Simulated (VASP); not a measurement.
# Ni (Fd-3m) in VASP: notebook, part 3 of 3

VASP 6.6.1. Earlier steps stand in the parts before.

## Step 4: Single point, PBEsol

This run uses another cell than the first one, of 13.78 Å³/atom, 0.880 times its volume.

The input, INCAR:

```
PREC = Accurate ; ENCUT = 520
EDIFF = 1E-6 ; ISMEAR = -1
SIGMA = 0.1 ; LREAL = False
LASPH = True ; NELM = 60
ALGO = Normal ; ISIF = 2
LWAVE = False ; LCHARG = False
GGA = PS ; NBANDS = 17
```

The input, KPOINTS:

```
Automatic mesh
0
Gamma
  12 12 12
```

The input, POSCAR:

```
Ni
1.0
    0.0000000000      2.3971618501      2.3971618501
    2.3971618501      0.0000000000      2.3971618501
    2.3971618501      2.3971618501      0.0000000000
Ni
2
Direct
    0.1250000000      0.1250000000      0.1250000000
    0.8750000000      0.8750000000      0.8750000000
```

Potentials or basis: VASP PAW PBE potentials, release 64 (Ni).

Command:

```
cat potpaw_PBE.64/Ni/POTCAR > POTCAR
mpirun -np 1 vasp_std > vasp.out
```

OUTCAR:

```text
PREC = Accurate
   ENCUT = 520
   EDIFF = 1E-6
   ISMEAR = -1
   LREAL = False
   LASPH = True
   NELM = 60
   ISIF = 2
   GGA = PS

 ion  position               nearest neighbor table
   1  0.125  0.125  0.125-   2 2.08   2 2.08   2 2.08   2 2.08
   2  0.875  0.875  0.875-   1 2.08   1 2.08   1 2.08   1 2.08

  LATTYP: Found a face centered cubic cell.
 ALAT       =     4.7943237002

  Lattice vectors:

 A1 = (   0.0000000000,   2.3971618501,   2.3971618501)
 A2 = (   2.3971618501,   0.0000000000,   2.3971618501)
 A3 = (   2.3971618501,   2.3971618501,   0.0000000000)

Analysis of symmetry for initial positions (statically):
=====================================================================
 Subroutine PRICEL returns:
 Original cell was already a primitive cell.

 Routine SETGRP: Setting up the symmetry group for a
 face centered cubic supercell.

 Subroutine GETGRP returns: Found 48 space group operations
 (whereof 12 operations were pure point group operations)
 out of a pool of 48 trial point group operations.

The static configuration has the point symmetry D_3d.
 The point group associated with its full space group is O_h .

Analysis of symmetry for dynamics (positions and initial velocities):
=====================================================================
 Subroutine PRICEL returns:
 Original cell was already a primitive cell.

 Routine SETGRP: Setting up the symmetry group for a
 face centered cubic supercell.

 Subroutine GETGRP returns: Found 48 space group operations
 (whereof 12 operations were pure point group operations)
 out of a pool of 48 trial point group operations.

The dynamic configuration has the point symmetry D_3d.
 The point group associated with its full space group is O_h .

 Subroutine INISYM returns: Found 48 space group operations
 (whereof 12 operations are pure point group operations),
 and found     1 'primitive' translations

----------------------------------------------------------------------------------------

                                     Primitive cell

  volume of cell :      27.5500

  direct lattice vectors                    reciprocal lattice vectors
     0.000000000  2.397161850  2.397161850    -0.208579992  0.208579992  0.208579992
     2.397161850  0.000000000  2.397161850     0.208579992 -0.208579992  0.208579992
     2.397161850  2.397161850  0.000000000     0.208579992  0.208579992 -0.208579992

  length of vectors
     3.390098800  3.390098800  3.390098800     0.361271144  0.361271144  0.361271144

  position of ions in fractional coordinates (direct lattice)
     0.125000000  0.125000000  0.125000000
     0.875000000  0.875000000  0.875000000

  ion indices of the primitive-cell ions
   primitive index   ion index
                 1           1
                 2           2

----------------------------------------------------------------------------------------

 KPOINTS: Automatic mesh

Automatic generation of k-mesh.
 Grid dimensions read from file:
 generate k-points for:   12   12   12

 Generating k-lattice:

  Cartesian coordinates                     Fractional coordinates (reciprocal lattice)
    -0.017381666  0.017381666  0.017381666     0.083333333  0.000000000  0.000000000
     0.017381666 -0.017381666  0.017381666     0.000000000  0.083333333  0.000000000
     0.017381666  0.017381666 -0.017381666     0.000000000  0.000000000  0.083333333

  Length of vectors
     0.030105929  0.030105929  0.030105929

  Shift w.r.t. Gamma in fractional coordinates (k-lattice)
     0.000000000  0.000000000  0.000000000

 Subroutine IBZKPT returns following result:
 ===========================================

 Found     72 irreducible k-points:

 Following reciprocal coordinates:
            Coordinates               Weight
  0.000000  0.000000  0.000000      1.000000
  0.083333  0.000000  0.000000      8.000000
  0.166667  0.000000  0.000000      8.000000
  0.250000  0.000000  0.000000      8.000000
  0.333333  0.000000  0.000000      8.000000
  0.416667  0.000000  0.000000      8.000000
[... 16 lines left out ...]
  0.500000  0.166667  0.000000     24.000000
 -0.416667  0.166667  0.000000     24.000000
 [... further k-points ...]
   k-points           NKPTS =     72   k-points in BZ     NKDIM =     72   number of bands    NBANDS=     17
   number of dos      NEDOS =    301   number of ions     NIONS =      2
   total plane-waves  NPLWV =  21952
   dimension x,y,z NGX =    28 NGY =   28 NGZ =   28
   dimension x,y,z NGXF=    56 NGYF=   56 NGZF=   56
   ions per type =               2
   NGX,Y,Z   is equivalent  to a cutoff of  13.73, 13.73, 13.73 a.u.
   NGXF,Y,Z  is equivalent  to a cutoff of  27.46, 27.46, 27.46 a.u.
 SYSTEM =  unknown system
   PREC   = accura    normal or accurate (medium, high low for compatibility)
   ISTART =      0    job   : 0-new  1-cont  2-samecut
   ICHARG =      2    charge: 1-file 2-atom 10-const
   ISPIN  =      1    spin polarized calculation?
   LNONCOLLINEAR =      F non collinear calculations
   LSORBIT =      F    spin-orbit coupling
   LASPH  =      T    aspherical Exc in radial PAW
   ENCUT  =  520.0 eV  38.22 Ry    6.18 a.u.   6.30  6.30  6.30*2*pi/ulx,y,z
   NELM   =     60;   NELMIN=  2; NELMDL= -5     # of ELM steps
   EDIFF  = 0.1E-05   stopping-criterion for ELM
   LREAL  =      F    real-space projection
   EDIFFG = 0.1E-04   stopping-criterion for IOM
   NSW    =      0    number of steps for IOM
   IBRION =     -1    ionic relax: 0-MD 1-quasi-New 2-CG
   NFREE  =      0    steps in history (QN), initial steepest desc. (CG)
   ISIF   =      2    stress and relaxation
   ISYM   =      2    0-nonsym 1-usesym 2-fastsym
   POTIM  = 0.5000    time-step for ionic-motion
   TEBEG  =    0.0;   TEEND  =   0.0 temperature during run
   PSTRESS=    0.0 pullay stress
   NELECT =      20.0000    total number of electrons
   NUPDOWN=      -1.0000    fix difference up-down
   EMIN   =  10.00;   EMAX   =-10.00  energy-range for DOS
   EFERMI =   0.00;   METHOD = LEGACY
   ISMEAR =    -1;   SIGMA  =   0.10  broadening in eV -4-tet -1-fermi 0-gaus
   EFERMI_NEDOS =   21; number of points for ismear=-14 and -15
   IALGO  =     38    algorithm
   IMIX   =      4    mixing-type and parameters
     AMIX     =   0.40;   BMIX     =  1.00
     AMIX_MAG =   1.60;   BMIX_MAG =  1.00
  volume/ion in A,a.u.               =      13.78        92.96
  Fermi-wavevector in a.u.,A,eV,Ry     =   1.471332  2.780415 29.454152  2.164819
  Thomas-Fermi vector in A             =   2.586481
   LORBIT       =      0    0 simple, 1 ext, 2 COOP (PROOUT), +10 PAW based schemes
   GGA     = PS    functional components
   LHFCALC =     F    Hartree Fock is set to
   AEXX    =    0.0000 exact exchange contribution
   IVDW    =     0    specifies the selected vdW correction
   LEPSILON=     F    determine dielectric tensor
   LRPA    =     F    only Hartree local field effects (RPA)
 non-spin polarized calculation
  energy-cutoff  :      520.00
  volume of cell :       27.55
 maximum number of plane-waves:       754
 NGX is ok and might be reduce to    28
   NGX = 13   NGY = 13   NGZ = 13

 number of electron      19.9999985 magnetization

 Free energy of the ion-electron system (eV)
  ---------------------------------------------------
  ext. energy  EPLUGINS =         0.00000000
  ---------------------------------------------------
  free energy    TOTEN  =        -9.34255192 eV

  energy without entropy =       -9.15346598  energy(sigma->0) =       -9.24800895

 E-fermi :   6.3275     XC(G=0): -11.8123

 val. band max:        6.3238351265   @ k =   0.1667   0.0833   0.0000
 cond. band min:       6.3281603431   @ k =  -0.3333   0.4167   0.0833
 fundamental gap:      0.0043252166
 Fermi energy:         6.3274989088

 k-point     1 :       0.0000    0.0000    0.0000
  band No.  band energies     occupation
      1      -1.1195      2.00000
      2       2.9936      2.00000
      3       2.9936      2.00000
      4       3.1253      2.00000
      5       3.1253      2.00000
      6       3.1253      2.00000
[... 9 lines left out ...]
     16      20.2691      0.00000
     17      20.2691      0.00000
[... 441 lines left out ...]
 k-point    24 :      -0.4167    0.1667    0.0000
  band No.  band energies     occupation
      1       2.3517      2.00000
      2       2.7324      2.00000
      3       2.9050      2.00000
      4       3.0624      2.00000
      5       3.5232      2.00000
      6       3.6376      2.00000
[... 9 lines left out ...]
     16      22.3639      0.00000
     17      23.4934      0.00000

 [... further k-points ...]

------------------------ aborting loop because EDIFF is reached ----------------------------------------

  FORCE on cell =-STRESS in cart. coord.  units (eV):
  Direction    XX          YY          ZZ          XY          YZ          ZX
  --------------------------------------------------------------------------------------
  -------------------------------------------------------------------------------------
  Total        3.0782575      3.0782575      3.0782575      0.0000000     -0.0000000      0.0000000
  in kB      179.0166635    179.0166635    179.0166635      0.0000000     -0.0000000      0.0000000
  external PRESSURE =     179.0166635 kB  Pullay stress =       0.0000000 kB

 VOLUME and BASIS-vectors are now :
 -----------------------------------------------------------------------------
  energy-cutoff  :      520.00
  volume of cell :       27.55
      direct lattice vectors                 reciprocal lattice vectors
     0.000000000  2.397161850  2.397161850    -0.208579992  0.208579992  0.208579992
     2.397161850  0.000000000  2.397161850     0.208579992 -0.208579992  0.208579992
     2.397161850  2.397161850  0.000000000     0.208579992  0.208579992 -0.208579992

 POSITION                                       TOTAL-FORCE (eV/Angst)
 -----------------------------------------------------------------------------------
      0.59929      0.59929      0.59929         0.000000     -0.000000     -0.000000
      4.19503      4.19503      4.19503        -0.000000      0.000000      0.000000
 -----------------------------------------------------------------------------------
    total drift:                                0.000000      0.000000     -0.000000

  FREE ENERGIE OF THE ION-ELECTRON SYSTEM (eV)
  ---------------------------------------------------
  free  energy   TOTEN  =        -9.3425519168 eV

  energy  without entropy=       -9.1534659799  energy(sigma->0) =       -9.24800895
```

stdout:

```text
POSCAR found type information on POSCAR Ni
 POSCAR found :  1 types and       2 ions
 scaLAPACK will be used
 -----------------------------------------------------------------------------
|                                                                             |
|                                                                             |
|     You enforced a specific xc type in the INCAR file but a different       |
|     I HOPE YOU KNOW WHAT YOU ARE DOING!                                     |
|                                                                             |
 -----------------------------------------------------------------------------

 LDA part: xc-table for (Slater+PW92), standard interpolation
 POSCAR, INCAR and KPOINTS ok, starting setup
 FFT: planning ... GRIDC
 FFT: planning ... GRID_SOFT
 FFT: planning ... GRID
 WAVECAR not read
 entering main loop
```

Wall time 17 s (1 thread of Intel Xeon 6975P-C (Granite Rapids), shared host); peak memory 0.17 GiB.

What came out:

| Quantity | Value |
| --- | --- |
| Free energy | -9.3426 eV |
| Pressure | 17.9 GPa |
| Band gap on the k mesh | none (metal or under the smearing width) |

Levels at points of the mesh, in eV from the Fermi level:
```tsv
k point	band 8	band 9	band 10	band 11	band 12	band 13
(0.00, 0.00, 0.00)	-1.38	-1.38	-0.08	-0.08	13.60	13.60
(0.50, 0.00, 0.00)	-0.93	-0.93	-0.27	-0.27	1.16	9.90
(0.50, 0.50, 0.00)	-1.65	-0.10	-0.10	1.59	1.59	4.92
```

Caveat: so large a pressure means that the cell lies far from this level's equilibrium, or that cutoff or potentials fall short; the potentials were made for another functional, which shifts forces and pressure; the run has no spin polarisation, though such a crystal can be magnetic. Spin polarisation is off, so any magnetic state and its effect on volume and gap are missing.

## Step 5: Overview

| cell | k mesh | gap on the mesh (eV) | pressure (GPa) |
| --- | --- | --- | --- |
| Fd-3m, 15.65 Å³/atom | 18 × 18 × 18 | none | 0.1 |
| Fd-3m, 17.53 Å³/atom | 12 × 12 × 12 | none | -9.2 |
| Fd-3m, 13.78 Å³/atom | 12 × 12 × 12 | none | 17.9 |

Alike in all rows: task single point; level PBEsol; potentials or basis VASP PAW PBE potentials, release 64 (Ni); no spin polarisation; cutoff (eV) 520; smearing fermi-dirac 0.1 eV.

Every run on the cell as given and a fine mesh finds a metal.

Caveats: the run has no spin polarisation, though such a crystal can be magnetic; the PAW data sets were made with another functional, which shifts forces and pressure a little (some runs); so large a pressure means that the cell lies far from this level's equilibrium, or that cutoff or potentials fall short (some runs); the potentials were made for another functional, which shifts forces and pressure (some runs).

Absolute energies hang on the potentials; compare differences alone.
